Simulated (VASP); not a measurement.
# AlN (Fm-3m) in VASP: further runs, part 2 of 2

VASP 6.6.1.

**4. G0W0 quasiparticle levels, PBE**

File POSCAR:

```
AlN
1.0
    0.0000000000      2.0345180000      2.0345180000
    2.0345180000      0.0000000000      2.0345180000
    2.0345180000      2.0345180000      0.0000000000
Al N
1 1
Direct
    0.5000000000      0.5000000000      0.5000000000
    0.0000000000      0.0000000000      0.0000000000
```

File INCAR.step1:

```
SYSTEM = AlN
ALGO = Normal
EDIFF = 1E-8
ENCUT = 450
GGA = PE
ISMEAR = 0
LASPH = .TRUE.
LCHARG = .FALSE.
LREAL = .FALSE.
LWAVE = .TRUE.
NELM = 100
PREC = Accurate
SIGMA = 0.01
```

File INCAR.step2:

```
SYSTEM = AlN
ALGO = Exact
EDIFF = 1E-8
ENCUT = 450
GGA = PE
ISMEAR = 0
ISTART = 1
LASPH = .TRUE.
LCHARG = .FALSE.
LOPTICS = .TRUE.
LREAL = .FALSE.
LWAVE = .TRUE.
NBANDS = 44
NELM = 1
PREC = Accurate
SIGMA = 0.01
```

File INCAR.step3:

```
SYSTEM = AlN
ALGO = EVGW0
EDIFF = 1E-8
ENCUT = 450
ENCUTGW = 75
GGA = PE
ISMEAR = 0
ISTART = 1
LASPH = .TRUE.
LCHARG = .FALSE.
LREAL = .FALSE.
LWAVE = .FALSE.
NBANDS = 44
NBANDSGW = 12
NELMGW = 1
NOMEGA = 48
PREC = Accurate
PRECFOCK = Fast
SIGMA = 0.01
```

File KPOINTS:

```
k-points
0
G
  3 3 3
  0 0 0
```

Potentials or basis: VASP PAW PBE potentials, release 64 (Al_GW, N_GW).

Command:

```
cat potpaw_PBE.64/Al_GW/POTCAR potpaw_PBE.64/N_GW/POTCAR > POTCAR
cp INCAR.step1 INCAR
mpirun -np 1 vasp_std > vasp.out
cp INCAR.step2 INCAR
mpirun -np 1 vasp_std > vasp.out
cp INCAR.step3 INCAR
mpirun -np 1 vasp_std > vasp.out
```

OUTCAR:

```text
SYSTEM = AlN
   EDIFF = 1E-8
   ENCUT = 450
   ENCUTGW = 75
   GGA = PE
   ISMEAR = 0
   ISTART = 1
   LASPH = .TRUE.
   LREAL = .FALSE.
   NELMGW = 1
   PREC = Accurate
   PRECFOCK = Fast

 Found      4 irreducible k-points:

 Following reciprocal coordinates:
            Coordinates               Weight
  0.000000  0.000000  0.000000      1.000000
  0.333333  0.000000  0.000000      8.000000
  0.333333  0.333333  0.000000      6.000000
 -0.333333  0.333333  0.000000     12.000000
   k-points           NKPTS =      4   k-points in BZ     NKDIM =     27   number of bands    NBANDS=     44
   number of dos      NEDOS =    301   number of ions     NIONS =      2
   total plane-waves  NPLWV =   8000
   dimension x,y,z NGX =    20 NGY =   20 NGZ =   20
   dimension x,y,z NGXF=    40 NGYF=   40 NGZF=   40
   ions per type =               1   1
   NGX,Y,Z   is equivalent  to a cutoff of  11.56, 11.56, 11.56 a.u.
   NGXF,Y,Z  is equivalent  to a cutoff of  23.11, 23.11, 23.11 a.u.
 SYSTEM =  AlN
[... 54 lines left out ...]
   NKREDLFX            =     1    NKREDLFY  =   1   NKREDLFZ  =   1
 non-spin polarized calculation
 Gauss-broadening in eV      SIGMA  =   0.01
  energy-cutoff  :      450.00
  volume of cell :       16.84
 maximum number of plane-waves:       375
  NGX = 12; NGY = 12; NGZ = 12
   NGX =  9   NGY =  9   NGZ =  9
 maximum number of plane-waves:        27
 NGX is ok and might be reduce to    10

 QP shifts <psi_nk| G(iteration)W_0 |psi_nk>: iteration 1
 for sc-GW calculations column KS-energies equals QP-energies in previous step
 and V_xc(KS)=  KS-energies - (<T + V_ion + V_H > + <T+V_H+V_ion>^1  + <V_x>^1)

 k-point   1 :       0.0000    0.0000    0.0000
  band No.  KS-energies  QP-energies   sigma(KS)   V_xc(KS)     V^pw_x(r,r')   Z            occupation Imag(sigma)

      1      -8.8173     -10.1448     -16.4195     -14.5807     -24.7400       0.7220       2.0000       1.3336
      2       8.6417       8.3730     -17.6734     -17.3363     -21.4544       0.7968       2.0000       0.1286
      3       8.6417       8.3730     -17.6734     -17.3363     -21.4544       0.7968       2.0000       0.1286
      4       8.6417       8.3730     -17.6734     -17.3363     -21.4544       0.7968       2.0000       0.1286
      5      13.9874      15.0394     -13.2762     -14.5892      -8.4956       0.8013       0.0000      -0.1314
      6      20.5617      21.4031      -9.5651     -10.5978      -4.3058       0.8147       0.0000      -0.1634
      7      20.5617      21.4031      -9.5651     -10.5978      -4.3058       0.8147       0.0000      -0.1634
      8      20.5617      21.4031      -9.5651     -10.5978      -4.3058       0.8147       0.0000      -0.1634
      9      25.6576      25.8461      -9.1542      -9.4009      -2.4763       0.7642       0.0000      -0.5174
     10      26.0934      27.2741     -10.0010     -11.4784      -4.4140       0.7992       0.0000      -0.2437
     11      26.0934      27.2741     -10.0010     -11.4784      -4.4140       0.7992       0.0000      -0.2437
     12      26.9887      28.0518      -9.7745     -11.1255      -2.8392       0.7869       0.0000      -0.6266
[... 36 lines left out ...]
      1      -4.8088      -5.9766     -18.1798     -16.6935     -26.0140       0.7857       2.0000       0.9868
      2       2.4746       1.5551     -14.9060     -13.7207     -19.1605       0.7757       2.0000       0.2104
      3       2.7783       1.8299     -14.9889     -13.7665     -19.2138       0.7759       2.0000       0.2023
      4       6.7059       6.1573     -16.7225     -16.0313     -20.6362       0.7937       2.0000       0.1394
      5      14.9498      15.7436     -10.0053     -10.9767      -5.1572       0.8171       0.0000      -0.1300
      6      18.9625      20.4057     -12.9222     -14.7418      -7.8571       0.7931       0.0000      -0.1698
      7      20.4572      21.8908     -12.9371     -14.7639      -7.5244       0.7848       0.0000      -0.2025
      8      21.9832      23.2369     -10.6792     -12.2465      -4.9831       0.7999       0.0000      -0.2408
      9      24.8370      25.7350     -10.2276     -11.3985      -3.7527       0.7670       0.0000      -0.3736
     10      28.3344      29.2006      -9.4642     -10.5322      -3.1688       0.8110       0.0000      -0.5281
     11      31.7419      32.7342      -9.4042     -10.6832      -2.2499       0.7758       0.0000      -0.8032
     12      35.0344      36.5558     -10.9943     -12.9358      -3.8165       0.7836       0.0000      -0.9976
```

OUTCAR.step2:

```text
SYSTEM = AlN
   EDIFF = 1E-8
   ENCUT = 450
   GGA = PE
[... 518 lines left out ...]
  --------------------------------------------------------------------------------------------------------------
     0.00000     8.38108     8.38108     8.38108    -0.00000    -0.00000     0.00000
     1.30574     8.58903     8.58903     8.58903    -0.00000    -0.00000     0.00000
     2.61149     9.31886     9.31886     9.31886    -0.00000    -0.00000     0.00000
     3.91723    11.07817    11.07817    11.07817    -0.00000    -0.00000     0.00000
     5.22298    20.32465    20.32465    20.32465    -0.00000    -0.00000     0.00000
     6.52872    24.40572    24.40572    24.40572    -0.00000    -0.00000     0.00000
[... 92 lines left out ...]
   127.96291     0.95336     0.95336     0.95336     0.00000     0.00000    -0.00000
   129.26865     0.95436     0.95436     0.95436     0.00000     0.00000    -0.00000
```

Wall time 11 s (1 thread of Intel Xeon Platinum 8488C (Sapphire Rapids), shared host); peak memory 0.13 GiB.

The run converged, but some of its settings lie outside the range that counts as converged, so its numbers aren't taken as properties of the crystal.

Results:

- Band gap on the k mesh, mean-field level: 5.35 eV, direct
- Quasiparticle gap: 6.67 eV
- Least direct quasiparticle gap: 6.67 eV

Caveat: the k mesh is coarse (spacing up to 0.89 Å⁻¹), so the values aren't converged; the cutoff is under 1.25 times the usual one of these potentials, so pressure, stress and relaxed cells hold a basis-set (Pulay) error; bands, screening cutoff and mesh are small and nothing is extrapolated, so the quasiparticle values aren't converged.

**5. The reference run**

An earlier run on the cell as given: functional PBE; potentials or basis VASP PAW PBE potentials, release 64 (Al, N); cutoff 520 eV; k mesh 11 × 11 × 11; occupations fermi-dirac, width 0.05 eV; no spin polarisation.

- Pressure: 0.0 GPa
- Band gap on the k mesh: 4.55 eV, indirect (least direct gap 5.41 eV)
